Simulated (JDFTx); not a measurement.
The system is MgS (Niningerite).

```
CELL_PARAMETERS angstrom
0.00000 2.60165 2.60165
2.60165 0.00000 2.60165
2.60165 2.60165 0.00000
ATOMIC_POSITIONS crystal
S 0.50000 0.50000 0.50000
Mg 0.00000 0.00000 0.00000
```

Base run:

* Program: JDFTx 1.7.0 (patched build)
* Functional: PBEsol
* Potentials or basis: PseudoDojo-SR-PBEsol-0.4.1-standard with smoothed tails
* Cutoff: 1143 eV
* Density cutoff: 9143 eV
* k mesh: 9 × 9 × 9
* Occupations: gaussian, width 0.02 eV
* Spin: no spin polarisation

Its results: band gap on the k mesh 2.83 eV, indirect (least direct gap 3.59 eV); pressure -0.9 GPa.

**Question.** The run is repeated on the same cell with these changes: occupations from gaussian, width 0.02 eV to gaussian, width 0.1 eV; dispersion from none to D3(BJ). What comes out?

**Answer.** Band gap on the k mesh 2.83 eV, indirect (least direct gap 3.59 eV); pressure -3.7 GPa.

Caveats: an odd mesh through Γ misses points on the zone boundary, where band edges often lie.
